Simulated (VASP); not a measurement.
# Al2P (Fd-3m) in VASP: a series of runs, part 2 of 2

VASP 6.6.1. The steps go on from the part before.

### Step 4. Single point, PBE (species swapped into the ErFe2 type (Fd-3m, No. 227))

Contents of INCAR:

```
  PREC = Accurate
  ENCUT = 520
  EDIFF = 1E-6
  ISMEAR = 0
  SIGMA = 0.1
  LREAL = F
  LASPH = T
  NELM = 100
  ALGO = Fast
  ISIF = 2
  LWAVE = F
  LCHARG = F
  GGA = PE
  NBANDS = 20
```

Contents of KPOINTS:

```
regular mesh
0
Gamma
  4 4 4
```

Contents of POSCAR:

```
Al2P
1.0
    0.0000000000      3.7314168300      3.7314168300
    3.7314168300      0.0000000000      3.7314168300
    3.7314168300      3.7314168300      0.0000000000
Al P
4 2
Direct
    0.1250000000      0.6250000000      0.6250000000
    0.6250000000      0.6250000000      0.1250000000
    0.6250000000      0.1250000000      0.6250000000
    0.6250000000      0.6250000000      0.6250000000
    0.0000000000      0.0000000000      0.0000000000
    0.2500000000      0.2500000000      0.2500000000
```

Potentials or basis: VASP PAW PBE potentials, release 64 (Al, P).

Launch:

```sh
cat potpaw_PBE.64/Al/POTCAR potpaw_PBE.64/P/POTCAR > POTCAR
mpirun -np 1 vasp_std > vasp.out
```

OUTCAR:

```text
PREC = Accurate
   ENCUT = 520
   EDIFF = 1E-6
   ISMEAR = 0
   LREAL = F
   LASPH = T
   NELM = 100
   ISIF = 2
   GGA = PE

 ion  position               nearest neighbor table
   1  0.125  0.625  0.625-   4 2.64   2 2.64   3 2.64   2 2.64   3 2.64   4 2.64   5 3.09   6 3.09
                             5 3.09   5 3.09   6 3.09   6 3.09
   2  0.625  0.625  0.125-   4 2.64   1 2.64   3 2.64   4 2.64   3 2.64   1 2.64   6 3.09   5 3.09
                             6 3.09   5 3.09   6 3.09   5 3.09
   3  0.625  0.125  0.625-   4 2.64   2 2.64   1 2.64   2 2.64   4 2.64   1 2.64   5 3.09   6 3.09
                             5 3.09   6 3.09   6 3.09   5 3.09
   4  0.625  0.625  0.625-   1 2.64   2 2.64   3 2.64   2 2.64   3 2.64   1 2.64   6 3.09   5 3.09
                             6 3.09   5 3.09   6 3.09   5 3.09
   5  0.000  0.000  0.000-   2 3.09   3 3.09   4 3.09   1 3.09   2 3.09   4 3.09   1 3.09   3 3.09
                             4 3.09   1 3.09   2 3.09   3 3.09
   6  0.250  0.250  0.250-   1 3.09   2 3.09   3 3.09   1 3.09   3 3.09   4 3.09   1 3.09   2 3.09
                             4 3.09   2 3.09   3 3.09   4 3.09

  LATTYP: Found a face centered cubic cell.
 ALAT       =     7.4628336600

  Lattice vectors:

 A1 = (   0.0000000000,   3.7314168300,   3.7314168300)
 A2 = (   3.7314168300,   0.0000000000,   3.7314168300)
 A3 = (   3.7314168300,   3.7314168300,   0.0000000000)

Analysis of symmetry for initial positions (statically):
=====================================================================
 Subroutine PRICEL returns:
 Original cell was already a primitive cell.

 Routine SETGRP: Setting up the symmetry group for a
 face centered cubic supercell.

 Subroutine GETGRP returns: Found 48 space group operations
 (whereof 24 operations were pure point group operations)
 out of a pool of 48 trial point group operations.

The static configuration has the point symmetry T_d .
 The point group associated with its full space group is O_h .

Analysis of symmetry for dynamics (positions and initial velocities):
=====================================================================
 Subroutine PRICEL returns:
 Original cell was already a primitive cell.

 Routine SETGRP: Setting up the symmetry group for a
 face centered cubic supercell.

 Subroutine GETGRP returns: Found 48 space group operations
 (whereof 24 operations were pure point group operations)
 out of a pool of 48 trial point group operations.

The dynamic configuration has the point symmetry T_d .
 The point group associated with its full space group is O_h .

 Subroutine INISYM returns: Found 48 space group operations
 (whereof 24 operations are pure point group operations),
 and found     1 'primitive' translations

----------------------------------------------------------------------------------------

                                     Primitive cell

  volume of cell :     103.9086

  direct lattice vectors                    reciprocal lattice vectors
     0.000000000  3.731416830  3.731416830    -0.133997359  0.133997359  0.133997359
     3.731416830  0.000000000  3.731416830     0.133997359 -0.133997359  0.133997359
     3.731416830  3.731416830  0.000000000     0.133997359  0.133997359 -0.133997359

  length of vectors
     5.277020288  5.277020288  5.277020288     0.232090234  0.232090234  0.232090234

  position of ions in fractional coordinates (direct lattice)
[... 49 lines left out ...]
 -0.250000  0.250000  0.000000     12.000000
  0.500000  0.500000  0.000000      3.000000
 -0.250000  0.500000  0.250000      6.000000
   k-points           NKPTS =      8   k-points in BZ     NKDIM =      8   number of bands    NBANDS=     20
   number of dos      NEDOS =    301   number of ions     NIONS =      6
   total plane-waves  NPLWV =  64000
   dimension x,y,z NGX =    40 NGY =   40 NGZ =   40
   dimension x,y,z NGXF=    80 NGYF=   80 NGZF=   80
   ions per type =               4   2
   NGX,Y,Z   is equivalent  to a cutoff of  12.60, 12.60, 12.60 a.u.
   NGXF,Y,Z  is equivalent  to a cutoff of  25.20, 25.20, 25.20 a.u.
 SYSTEM =  unknown system
   PREC   = accura    normal or accurate (medium, high low for compatibility)
   ISTART =      0    job   : 0-new  1-cont  2-samecut
   ICHARG =      2    charge: 1-file 2-atom 10-const
   ISPIN  =      1    spin polarized calculation?
   LNONCOLLINEAR =      F non collinear calculations
   LSORBIT =      F    spin-orbit coupling
   LASPH  =      T    aspherical Exc in radial PAW
   ENCUT  =  520.0 eV  38.22 Ry    6.18 a.u.   9.81  9.81  9.81*2*pi/ulx,y,z
   NELM   =    100;   NELMIN=  2; NELMDL= -5     # of ELM steps
   EDIFF  = 0.1E-05   stopping-criterion for ELM
   LREAL  =      F    real-space projection
   EDIFFG = 0.1E-04   stopping-criterion for IOM
   NSW    =      0    number of steps for IOM
   IBRION =     -1    ionic relax: 0-MD 1-quasi-New 2-CG
   NFREE  =      0    steps in history (QN), initial steepest desc. (CG)
   ISIF   =      2    stress and relaxation
   ISYM   =      2    0-nonsym 1-usesym 2-fastsym
   POTIM  = 0.5000    time-step for ionic-motion
   TEBEG  =    0.0;   TEEND  =   0.0 temperature during run
   PSTRESS=    0.0 pullay stress
   NELECT =      22.0000    total number of electrons
   NUPDOWN=      -1.0000    fix difference up-down
   EMIN   =  10.00;   EMAX   =-10.00  energy-range for DOS
   EFERMI =   0.00;   METHOD = LEGACY
   ISMEAR =     0;   SIGMA  =   0.10  broadening in eV -4-tet -1-fermi 0-gaus
   EFERMI_NEDOS =   21; number of points for ismear=-14 and -15
   IALGO  =     68    algorithm
   IMIX   =      4    mixing-type and parameters
     AMIX     =   0.40;   BMIX     =  1.00
     AMIX_MAG =   1.60;   BMIX_MAG =  1.00
  volume/ion in A,a.u.               =      17.32       116.87
  Fermi-wavevector in a.u.,A,eV,Ry     =   0.975735  1.843872 12.953551  0.952059
  Thomas-Fermi vector in A             =   2.106298
   LORBIT       =      0    0 simple, 1 ext, 2 COOP (PROOUT), +10 PAW based schemes
   GGA     = PE    functional components
   LHFCALC =     F    Hartree Fock is set to
   AEXX    =    0.0000 exact exchange contribution
   IVDW    =     0    specifies the selected vdW correction
   LEPSILON=     F    determine dielectric tensor
   LRPA    =     F    only Hartree local field effects (RPA)
 non-spin polarized calculation
 RMM-DIIS sequential band-by-band and
 Gauss-broadening in eV      SIGMA  =   0.10
  energy-cutoff  :      520.00
  volume of cell :      103.91
 maximum number of plane-waves:      2826
   NGX = 19   NGY = 19   NGZ = 19

 number of electron      22.0000002 magnetization

 Free energy of the ion-electron system (eV)
  ---------------------------------------------------
  ext. energy  EPLUGINS =         0.00000000
  ---------------------------------------------------
  free energy    TOTEN  =       -23.03820081 eV

  energy without entropy =      -23.00976857  energy(sigma->0) =      -23.02398469

 E-fermi :   7.6379     XC(G=0): -10.2178

 val. band max:        7.6119115521   @ k =  -0.2500   0.5000   0.2500
 cond. band min:       7.6759761275   @ k =   0.5000   0.0000   0.0000
 fundamental gap:      0.0640645754
 Fermi energy:         7.6378748741

 k-point     1 :       0.0000    0.0000    0.0000
  band No.  band energies     occupation
      1      -5.1417      2.00000
      2      -1.0927      2.00000
      3       0.7052      2.00000
      4       3.3035      2.00000
      5       3.5632      2.00000
      6       3.5632      2.00000
[... 173 lines left out ...]
     19      12.9233      0.00000
     20      12.9233      0.00000

------------------------ aborting loop because EDIFF is reached ----------------------------------------

  FORCE on cell =-STRESS in cart. coord.  units (eV):
  Direction    XX          YY          ZZ          XY          YZ          ZX
  --------------------------------------------------------------------------------------
  -------------------------------------------------------------------------------------
  Total       -0.7163339     -0.7163339     -0.7163339     -0.0000000      0.0000000      0.0000000
  in kB      -11.0452307    -11.0452307    -11.0452307     -0.0000000      0.0000000      0.0000000
  external PRESSURE =     -11.0452307 kB  Pullay stress =       0.0000000 kB

 VOLUME and BASIS-vectors are now :
 -----------------------------------------------------------------------------
  energy-cutoff  :      520.00
  volume of cell :      103.91
      direct lattice vectors                 reciprocal lattice vectors
     0.000000000  3.731416830  3.731416830    -0.133997359  0.133997359  0.133997359
     3.731416830  0.000000000  3.731416830     0.133997359 -0.133997359  0.133997359
     3.731416830  3.731416830  0.000000000     0.133997359  0.133997359 -0.133997359

 POSITION                                       TOTAL-FORCE (eV/Angst)
 -----------------------------------------------------------------------------------
      4.66427      2.79856      2.79856        -0.000000      0.000000      0.000000
      2.79856      2.79856      4.66427        -0.000000      0.000000      0.000000
      2.79856      4.66427      2.79856        -0.000000      0.000000      0.000000
      4.66427      4.66427      4.66427        -0.000000      0.000000      0.000000
      0.00000      0.00000      0.00000         0.000000      0.000000      0.000000
      1.86571      1.86571      1.86571        -0.000000     -0.000000     -0.000000
 -----------------------------------------------------------------------------------
    total drift:                               -0.000000     -0.000000      0.000000

  FREE ENERGIE OF THE ION-ELECTRON SYSTEM (eV)
  ---------------------------------------------------
  free  energy   TOTEN  =       -23.0382008094 eV

  energy  without entropy=      -23.0097685692  energy(sigma->0) =      -23.02398469
```

It took 9.6 s on 1 thread of Intel Xeon 6975P-C (Granite Rapids), shared host; peak memory 0.22 GiB.

What came out:

```yaml
Free_energy: -23.0382 eV
Pressure: -1.1 GPa
Band_gap_on_the_k_mesh: none (metal or under the smearing width)
```

Caveat: the k mesh is coarse (spacing up to 0.36 Å⁻¹), so the values aren't converged.

### Step 5. The runs side by side

```tsv
task	cell	k mesh	cutoff (eV)	mesh quality	gap on the mesh (eV)	pressure (GPa)
single point	species swapped into the ErFe2 type (Fd-3m, No. 227)	10 × 10 × 10	520	not flagged	none	0.0
relaxation of cell and atoms	relaxed from: species swapped into the ErFe2 type (Fd-3m, No. 227)	10 × 10 × 10	600	not flagged	-	0.1
single point	species swapped into the ErFe2 type (Fd-3m, No. 227)	4 × 4 × 4	520	coarse	none	-1.1
```

Alike in all rows: level PBE; potentials or basis VASP PAW PBE potentials, release 64 (Al, P); no spin polarisation; smearing gaussian 0.1 eV.

Caveats: some runs use coarse meshes; the bands computed are all filled at some k points, so no gap is given (some runs).

Total energies depend on the potentials used, so only differences within one code and one set of settings carry meaning.
